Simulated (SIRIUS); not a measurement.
# Pd (Fm-3m) in SIRIUS: notebook

Runs on Pd. Level: AM05. Tasks: equation of state.

Everything below comes from runs of SIRIUS 7.12.0. Logs are shortened: lines on timing, memory, paths and dates and some standing lists are left out, and cuts for length are marked. The log counts tension as positive stress, the text compression.

## 1. The structure

It takes space group Fm-3m (No. 225, cubic). Conventional cell: a = 3.893 Å, b = 3.893 Å, c = 3.893 Å, α = 90.00°, β = 90.00°, γ = 90.00°. Around Pd (site symmetry m-3m) lie 12 Pd at 2.75 Å.

## 2. Equation of state, AM05, 13.87 Å³/atom (volume scaled by 0.94)

sirius.json reads:

```json
{
  "control": {
    "processing_unit": "cpu",
    "std_evp_solver_name": "lapack",
    "gen_evp_solver_name": "lapack",
    "verbosity": 2,
    "print_forces": false,
    "ortho_rf": true,
    "use_second_variation": true,
    "rmt_max": 3.0,
    "num_bands_to_print": 17,
    "save_wf": true
  },
  "parameters": {
    "electronic_structure_method": "full_potential_lapwlo",
    "xc_functionals": ["XC_GGA_X_AM05", "XC_GGA_C_AM05"],
    "core_relativity": "dirac",
    "valence_relativity": "iora",
    "num_fv_states": 17,
    "smearing": "fermi_dirac",
    "smearing_width": 0.0018374661,
    "pw_cutoff": 20,
    "gk_cutoff": 3.52,
    "lmax_apw": 10,
    "lmax_rho": 8,
    "lmax_pot": 8,
    "num_mag_dims": 0,
    "auto_rmt": 0,
    "ngridk": [12, 12, 12],
    "shiftk": [0, 0, 0],
    "num_dft_iter": 80,
    "energy_tol": 1e-07,
    "density_tol": 1e-05,
    "use_symmetry": true
  },
  "settings": {"tol_ne": 1e-10},
  "iterative_solver": {"type": "exact"},
  "mixer": {"type": "anderson", "beta": 0.5, "max_history": 8},
  "unit_cell": {
    "lattice_vectors": [[0.0, 3.6032624257, 3.6032624257], [3.6032624257, 0.0, 3.6032624257], [3.6032624257, 3.6032624257, 0.0]],
    "atom_types": ["Pd"],
    "atom_files": {"Pd": "Pd.json"},
    "atoms": {"Pd": [[0.0, 0.0, 0.0]]}
  }
}
```

Pd.json reads:

```json
{
  "name": "palladium",
  "symbol": "Pd",
  "number": 46,
  "mass": 106.42,
  "rmin": 1e-06,
  "rmt": 2.5,
  "nrmt": 800,
  "rinf": 14.72,
  "core": "1s2s2p3s3p3d",
  "valence": [
    {"basis": [{"enu": 0.12, "dme": 0, "n": 0, "auto": 0}, {"enu": 0.12, "dme": 1, "n": 0, "auto": 0}]},
    {"l": 0, "n": 1, "basis": [{"enu": 0.22, "dme": 0, "n": 0, "auto": 0}]},
    {"l": 1, "n": 2, "basis": [{"enu": 0.22, "dme": 0, "n": 0, "auto": 0}]},
    {"l": 2, "n": 3, "basis": [{"enu": 0.22, "dme": 0, "n": 0, "auto": 0}]},
    {"l": 3, "n": 4, "basis": [{"enu": 0.22, "dme": 0, "n": 0, "auto": 0}]}
  ],
  "lo": [
    {"l": 0, "basis": [{"enu": 0.22, "dme": 0, "n": 0, "auto": 0}, {"enu": 0.22, "dme": 1, "n": 0, "auto": 0}]},
    {"l": 0, "basis": [{"enu": -2.75, "dme": 0, "n": 4, "auto": 1}, {"enu": -2.75, "dme": 1, "n": 4, "auto": 1}]},
    {"l": 0, "basis": [{"enu": -2.75, "dme": 1, "n": 4, "auto": 1}, {"enu": 0.22, "dme": 0, "n": 0, "auto": 0}]},
    {"l": 0, "basis": [{"enu": 0.22, "dme": 0, "n": 0, "auto": 0}, {"enu": 2.78, "dme": 0, "n": 0, "auto": 0}]},
    {"l": 1, "basis": [{"enu": 0.22, "dme": 0, "n": 0, "auto": 0}, {"enu": 0.22, "dme": 1, "n": 0, "auto": 0}]},
    {
      "l": 1,
      "basis": [{"enu": -1.5049, "dme": 0, "n": 4, "auto": 1}, {"enu": -1.5049, "dme": 1, "n": 4, "auto": 1}]
    },
    {
      "l": 1,
      "basis": [{"enu": -1.5049, "dme": 1, "n": 4, "auto": 1}, {"enu": 0.22, "dme": 0, "n": 0, "auto": 0}]
    },
    {"l": 1, "basis": [{"enu": 0.22, "dme": 0, "n": 0, "auto": 0}, {"enu": 3.164, "dme": 0, "n": 0, "auto": 0}]},
    {"l": 2, "basis": [{"enu": 0.22, "dme": 0, "n": 0, "auto": 0}, {"enu": 0.22, "dme": 1, "n": 0, "auto": 0}]},
    {"l": 2, "basis": [{"enu": 0.22, "dme": 1, "n": 0, "auto": 0}, {"enu": 0.22, "dme": 2, "n": 0, "auto": 0}]},
    {"l": 2, "basis": [{"enu": 0.22, "dme": 0, "n": 0, "auto": 0}, {"enu": 2.716, "dme": 0, "n": 0, "auto": 0}]},
    {"l": 3, "basis": [{"enu": 0.22, "dme": 0, "n": 0, "auto": 0}, {"enu": 0.22, "dme": 1, "n": 0, "auto": 0}]},
    {"l": 3, "basis": [{"enu": 0.22, "dme": 0, "n": 0, "auto": 0}, {"enu": 3.004, "dme": 0, "n": 0, "auto": 0}]}
  ],
  "free_atom": [... radial grid and density of the free atom, the start of the SCF ...]
}
```

sirius_start.json reads:

```json
{
  "control": {
    "processing_unit": "cpu",
    "std_evp_solver_name": "lapack",
    "gen_evp_solver_name": "lapack",
    "verbosity": 1,
    "print_forces": false,
    "ortho_rf": true,
    "use_second_variation": true,
    "rmt_max": 3.0,
    "num_bands_to_print": 17,
    "save_wf": false
  },
  "parameters": {
    "electronic_structure_method": "full_potential_lapwlo",
    "xc_functionals": ["XC_LDA_X", "XC_LDA_C_PW"],
    "core_relativity": "dirac",
    "valence_relativity": "iora",
    "num_fv_states": 17,
    "smearing": "fermi_dirac",
    "smearing_width": 0.0055123983,
    "pw_cutoff": 20,
    "gk_cutoff": 2.82,
    "lmax_apw": 10,
    "lmax_rho": 8,
    "lmax_pot": 8,
    "num_mag_dims": 0,
    "auto_rmt": 0,
    "ngridk": [5, 5, 5],
    "shiftk": [0, 0, 0],
    "num_dft_iter": 30,
    "energy_tol": 0.01,
    "density_tol": 0.05,
    "use_symmetry": true
  },
  "settings": {"tol_ne": 1e-10},
  "iterative_solver": {"type": "exact"},
  "mixer": {"type": "anderson", "beta": 0.5, "max_history": 8},
  "unit_cell": {
    "lattice_vectors": [[0.0, 3.6032624257, 3.6032624257], [3.6032624257, 0.0, 3.6032624257], [3.6032624257, 3.6032624257, 0.0]],
    "atom_types": ["Pd"],
    "atom_files": {"Pd": "Pd.json"},
    "atoms": {"Pd": [[0.0, 0.0, 0.0]]}
  }
}
```

Potentials or basis: all-electron FP-LAPW, apw+lo standard.

Launch:

```console
> OMP_NUM_THREADS=1 sirius.scf --input=sirius_start.json --output=start.json
> OMP_NUM_THREADS=1 sirius.scf --input=sirius.json --output=output.json --task=1
```

Output:

```text
[info] SIRIUS version : 7.12.0
[info] number of MPI ranks           : 1
[info] MPI grid                      : 1 1
[info] maximum number of OMP threads : 1
[fft] FFT context for density and potential
[fft] =====================================
[fft]   plane wave cutoff                     : 20
[fft]   grid size                             : 36 36 36   total : 46656
[fft]   grid limits                           : -17 18   -17 18   -17 18
[fft]   number of G-vectors within the cutoff : 12627
[fft]   number of G-shells                    : 373
[fft] FFT context for coarse grid
[fft] =====================================
[fft]   plane wave cutoff                     : 7.04
[fft]   grid size                             : 15 15 15   total : 3375
[fft]   grid limits                           : -7 7   -7 7   -7 7
[fft]   number of G-vectors within the cutoff : 537
[fft]   number of G-shells                    : 27
[unit cell] lattice vectors
[unit cell]   a1 :       0.0000000000      3.6032624257      3.6032624257
[unit cell]   a2 :       3.6032624257      0.0000000000      3.6032624257
[unit cell]   a3 :       3.6032624257      3.6032624257      0.0000000000
[unit cell] reciprocal lattice vectors
[unit cell]   b1 :      -0.8718745077      0.8718745077      0.8718745077
[unit cell]   b2 :       0.8718745077     -0.8718745077      0.8718745077
[unit cell]   b3 :       0.8718745077      0.8718745077     -0.8718745077
[unit cell] unit cell volume :        93.56591619 [a.u.^3]
[unit cell] 1/sqrt(omega)    :         0.10338110
[unit cell] MT volume        :        65.44984695 (69.95%)
[unit cell] IT volume        :        28.11606924 (30.05%)
[unit cell] number of atom types : 1
[unit cell] type id : 0 symbol : Pd mt_radius :   2.500000 num_atoms : 1
[unit cell] total number of atoms : 1
[unit cell] number of symmetry classes : 1
[unit cell] atom id  type id  class id             position                      vector_field
[unit cell] ------------------------------------------------------------------------------------------
[unit cell]      0        0        0      0.00000   0.00000   0.00000      0.00000   0.00000   0.00000
[unit cell] atom id         position (Cartesian, a.u.)
[unit cell] ---------------------------------------------
[unit cell]      0       0.000000    0.000000    0.000000
[unit cell] class id : 0 atom id : 0
[unit cell] minimum bond length:     5.095783
[sym] space group number   : 225
[sym] international symbol : Fm-3m
[sym] Hall symbol          : -F 4 2 3
[sym] space group transformation matrix :
[sym]   0.0000  0.5000  0.5000
[sym]   0.5000  0.0000  0.5000
[sym]   0.5000  0.5000  0.0000
[sym] space group origin shift :
[... 282 lines left out ...]
[find] Total energy                   :   -5042.52220552 (Ha),  -10085.04441104 (Ry)
[find] Free energy (E-TS)             :   -5042.52286076 (Ha),  -10085.04572152 (Ry)
[find] band gap (eV)                  :       0.00000000
[find] Efermi                         :       0.30033312
[find] iteration : 0, RMS (target) : 5.6323e-02 (1.0000e-05) , energy difference (target) : -5.0425e+03 (1.0000e-07)
[find] +------------------------------+
[find] | SCF iteration   1 out of  80|
[find] +------------------------------+
[generate_radial_functions] Linearization energies
[generate_radial_functions] Atom : Pd, class id : 0
[generate_radial_functions] augmented waves
[generate_radial_functions] local orbitals
[generate_radial_functions] {l: 0, n: 4, enu: -2.77379, dme: 0, auto: 1}
[generate_radial_functions] {l: 0, n: 4, enu: -2.77379, dme: 1, auto: 1}
[generate_radial_functions] {l: 0, n: 4, enu: -2.77379, dme: 1, auto: 1}
[generate_radial_functions] {l: 1, n: 4, enu: -1.51651, dme: 0, auto: 1}
[generate_radial_functions] {l: 1, n: 4, enu: -1.51651, dme: 1, auto: 1}
[generate_radial_functions] {l: 1, n: 4, enu: -1.51651, dme: 1, auto: 1}
[diagonalize] Lowest band energies
[diagonalize] ik:    0   -2.776456   -1.508840   -1.508840   -1.508840    0.033682    0.201993    0.201993    0.201993    0.268145    0.268145    0.938994    1.125109    1.125109    1.125109    1.336371    1.474353    1.474353
[diagonalize] ik:    1   -2.776277   -1.510139   -1.509017   -1.509017    0.043417    0.198394    0.205426    0.205426    0.266541    0.266541    0.950187    1.072542    1.137509    1.137509    1.371523    1.446487    1.447264
[diagonalize] ik:    2   -2.775788   -1.513681   -1.509513   -1.509513    0.069610    0.192107    0.212381    0.212381    0.265305    0.265305    0.958732    0.992580    1.170894    1.170894    1.309508    1.375082    1.375082
[diagonalize] ik:    3   -2.775118   -1.518476   -1.510188   -1.510188    0.098290    0.199799    0.213830    0.213830    0.273914    0.273914    0.865692    0.983309    1.207487    1.207487    1.284288    1.297454    1.297454
[diagonalize] ik:    4   -2.774445   -1.523210   -1.510860   -1.510860    0.107579    0.208247    0.208247    0.243823    0.292458    0.292458    0.755269    0.954602    1.176591    1.176591    1.299883    1.299883    1.339910
[diagonalize] ...
[diagonalize] ik:   67   -2.773065   -1.523961   -1.518141   -1.515171    0.134224    0.144520    0.217255    0.281885    0.316987    0.504412    0.757759    0.761871    0.817599    1.195831    1.269103    1.406976    1.585676
[diagonalize] ik:   68   -2.772945   -1.522904   -1.520001   -1.515464    0.139364    0.159620    0.201165    0.267702    0.323688    0.591605    0.660012    0.759467    0.800245    1.205572    1.301979    1.421509    1.584261
[diagonalize] ik:   69   -2.773004   -1.522114   -1.520821   -1.514931    0.147431    0.175666    0.180074    0.263157    0.316730    0.570891    0.679825    0.739137    0.840778    1.208592    1.273423    1.483156    1.544047
[diagonalize] ik:   70   -2.772886   -1.524140   -1.518678   -1.516040    0.126737    0.141093    0.230579    0.279637    0.330051    0.569283    0.722237    0.734546    0.767405    1.198397    1.316626    1.361659    1.620143
[diagonalize] ik:   71   -2.772885   -1.521419   -1.521419   -1.516075    0.140345    0.179390    0.179390    0.263354    0.330080    0.656226    0.656226    0.716775    0.758945    1.270570    1.270570    1.409194    1.588378
[generate_core_charge_density] atom class : 0
[generate_core_charge_density]   n,l,k : 1 0 1  energy :        -886.20869776
[generate_core_charge_density]   n,l,k : 2 0 1  energy :        -129.09626760
[generate_core_charge_density]   n,l,k : 2 1 1  energy :        -119.76214660
[generate_core_charge_density]   n,l,k : 2 1 2  energy :        -113.91505776
[generate_core_charge_density]   n,l,k : 3 0 1  energy :         -22.97351097
[generate_core_charge_density]   n,l,k : 3 1 1  energy :         -19.28954203
[generate_core_charge_density]   n,l,k : 3 1 2  energy :         -18.26965602
[generate_core_charge_density]   n,l,k : 3 2 2  energy :         -11.73498448
[generate_core_charge_density]   n,l,k : 3 2 3  energy :         -11.53136160
[find] Total energy                   :   -5042.52221009 (Ha),  -10085.04442018 (Ry)
[find] iteration : 1, RMS (target) : 2.7890e-02 (1.0000e-05) , energy difference (target) : -4.5687e-06 (1.0000e-07)
[find] Total energy                   :   -5042.52221838 (Ha),  -10085.04443675 (Ry)
[find] iteration : 2, RMS (target) : 2.7464e-03 (1.0000e-05) , energy difference (target) : -8.2846e-06 (1.0000e-07)
[find] Total energy                   :   -5042.52221725 (Ha),  -10085.04443451 (Ry)
[find] iteration : 3, RMS (target) : 5.3098e-04 (1.0000e-05) , energy difference (target) : 1.1211e-06 (1.0000e-07)
[find] Total energy                   :   -5042.52221673 (Ha),  -10085.04443345 (Ry)
[find] iteration : 4, RMS (target) : 1.5507e-04 (1.0000e-05) , energy difference (target) : 5.2777e-07 (1.0000e-07)
[... 12 lines left out ...]
[find] valence_eval_sum               :     -12.25408381
[find] core_eval_sum                  :   -2999.11773877
[find] kinetic energy                 :    5264.58780385
[find] enuc                           :   -6121.84284419
[find] <rho|V^{XC}>                   :    -184.68952152
[find] <rho|E^{XC}>                   :    -139.63206800
[find] <mag|B^{XC}>                   :       0.00000000
[find] <rho|V^{H}>                    :   -8091.27010492
[find] smearing (-TS)                 :      -0.00065813
[find] SCF correction                 :      -0.00005613
[find] Total energy                   :   -5042.52221693 (Ha),  -10085.04443386 (Ry)
[find] Free energy (E-TS)             :   -5042.52287506 (Ha),  -10085.04575011 (Ry)
[find] band gap (eV)                  :       0.00000000
[find] Efermi                         :       0.33298070
[find] iteration : 6, RMS (target) : 5.6064e-06 (1.0000e-05) , energy difference (target) : 3.9090e-09 (1.0000e-07)
[find] converged after 7 SCF iterations!
[find] Charges and magnetic moments
[find] --------------------------------------------------------------------------------
[find] atom      charge    core leakage
[find] --------------------------------------------------------------------------------
[find]    0   44.990362    1.018544e-08
[find] total core leakage    : 1.01854354e-08
[find] interstitial charge   : 1.009636
[find] total charge          : 45.999998
[find] Energy
[find] --------------------------------------------------------------------------------
[find] valence_eval_sum               :     -12.25408381
[find] core_eval_sum                  :   -2999.11773877
[find] kinetic energy                 :    5264.58780385
[find] enuc                           :   -6121.84284419
[find] <rho|V^{XC}>                   :    -184.68952152
[find] <rho|E^{XC}>                   :    -139.63206800
[find] <mag|B^{XC}>                   :       0.00000000
[find] <rho|V^{H}>                    :   -8091.27010492
[find] smearing (-TS)                 :      -0.00065813
[find] SCF correction                 :      -0.00005613
[find] Total energy                   :   -5042.52221693 (Ha),  -10085.04443386 (Ry)
[find] Free energy (E-TS)             :   -5042.52287506 (Ha),  -10085.04575011 (Ry)
[find] band gap (eV)                  :       0.00000000
[find] Efermi                         :       0.33298070
```

Wall time 21 s (1 thread of Arm Neoverse V2, shared host); peak memory 0.28 GiB.

What came out:

```yaml
Free_energy: -137214.0376 eV
Band_gap_on_the_k_mesh: none (metal or under the smearing width)
All_electrons_inside_the_program's_atomic_spheres: Pd 44.99 (radii Pd 2.5 bohr)
```

## 3. Equation of state, AM05, 14.16 Å³/atom (volume scaled by 0.96)

sirius.json, as its differences from that of step 2:

```diff
@@ -39,3 +39,3 @@
   "unit_cell": {
-    "lattice_vectors": [[0.0, 3.6032624257, 3.6032624257], [3.6032624257, 0.0, 3.6032624257], [3.6032624257, 3.6032624257, 0.0]],
+    "lattice_vectors": [[0.0, 3.6286383494, 3.6286383494], [3.6286383494, 0.0, 3.6286383494], [3.6286383494, 3.6286383494, 0.0]],
     "atom_types": ["Pd"],
```

Pd.json reads:

```json
{
  "name": "palladium",
  "symbol": "Pd",
  "number": 46,
  "mass": 106.42,
  "rmin": 1e-06,
  "rmt": 2.5,
  "nrmt": 800,
  "rinf": 14.72,
  "core": "1s2s2p3s3p3d",
  "valence": [
    {"basis": [{"enu": 0.11, "dme": 0, "n": 0, "auto": 0}, {"enu": 0.11, "dme": 1, "n": 0, "auto": 0}]},
    {"l": 0, "n": 1, "basis": [{"enu": 0.21, "dme": 0, "n": 0, "auto": 0}]},
    {"l": 1, "n": 2, "basis": [{"enu": 0.21, "dme": 0, "n": 0, "auto": 0}]},
    {"l": 2, "n": 3, "basis": [{"enu": 0.21, "dme": 0, "n": 0, "auto": 0}]},
    {"l": 3, "n": 4, "basis": [{"enu": 0.21, "dme": 0, "n": 0, "auto": 0}]}
  ],
  "lo": [
    {"l": 0, "basis": [{"enu": 0.21, "dme": 0, "n": 0, "auto": 0}, {"enu": 0.21, "dme": 1, "n": 0, "auto": 0}]},
    {"l": 0, "basis": [{"enu": -2.76, "dme": 0, "n": 4, "auto": 1}, {"enu": -2.76, "dme": 1, "n": 4, "auto": 1}]},
    {"l": 0, "basis": [{"enu": -2.76, "dme": 1, "n": 4, "auto": 1}, {"enu": 0.21, "dme": 0, "n": 0, "auto": 0}]},
    {"l": 0, "basis": [{"enu": 0.21, "dme": 0, "n": 0, "auto": 0}, {"enu": 2.77, "dme": 0, "n": 0, "auto": 0}]},
    {"l": 1, "basis": [{"enu": 0.21, "dme": 0, "n": 0, "auto": 0}, {"enu": 0.21, "dme": 1, "n": 0, "auto": 0}]},
    {
      "l": 1,
      "basis": [{"enu": -1.5149, "dme": 0, "n": 4, "auto": 1}, {"enu": -1.5149, "dme": 1, "n": 4, "auto": 1}]
    },
    {
      "l": 1,
      "basis": [{"enu": -1.5149, "dme": 1, "n": 4, "auto": 1}, {"enu": 0.21, "dme": 0, "n": 0, "auto": 0}]
    },
    {"l": 1, "basis": [{"enu": 0.21, "dme": 0, "n": 0, "auto": 0}, {"enu": 3.154, "dme": 0, "n": 0, "auto": 0}]},
    {"l": 2, "basis": [{"enu": 0.21, "dme": 0, "n": 0, "auto": 0}, {"enu": 0.21, "dme": 1, "n": 0, "auto": 0}]},
    {"l": 2, "basis": [{"enu": 0.21, "dme": 1, "n": 0, "auto": 0}, {"enu": 0.21, "dme": 2, "n": 0, "auto": 0}]},
    {"l": 2, "basis": [{"enu": 0.21, "dme": 0, "n": 0, "auto": 0}, {"enu": 2.706, "dme": 0, "n": 0, "auto": 0}]},
    {"l": 3, "basis": [{"enu": 0.21, "dme": 0, "n": 0, "auto": 0}, {"enu": 0.21, "dme": 1, "n": 0, "auto": 0}]},
    {"l": 3, "basis": [{"enu": 0.21, "dme": 0, "n": 0, "auto": 0}, {"enu": 2.994, "dme": 0, "n": 0, "auto": 0}]}
  ],
  "free_atom": [... radial grid and density of the free atom, the start of the SCF ...]
}
```

sirius_start.json, as its differences from that of step 2:

```diff
@@ -39,3 +39,3 @@
   "unit_cell": {
-    "lattice_vectors": [[0.0, 3.6032624257, 3.6032624257], [3.6032624257, 0.0, 3.6032624257], [3.6032624257, 3.6032624257, 0.0]],
+    "lattice_vectors": [[0.0, 3.6286383494, 3.6286383494], [3.6286383494, 0.0, 3.6286383494], [3.6286383494, 3.6286383494, 0.0]],
     "atom_types": ["Pd"],
```

Potentials or basis: all-electron FP-LAPW, apw+lo standard.

Launch:

```console
> OMP_NUM_THREADS=1 sirius.scf --input=sirius_start.json --output=start.json
> OMP_NUM_THREADS=1 sirius.scf --input=sirius.json --output=output.json --task=1
```

It took 21 s on 1 thread of Arm Neoverse V2, shared host; peak memory 0.29 GiB.

The run converged. Its results:

* Free energy: -137214.0503 eV
* Band gap on the k mesh: none (metal or under the smearing width)
* All electrons inside the program's atomic spheres: Pd 44.95 (radii Pd 2.5 bohr)

(Part 1 of 3 ends here.)
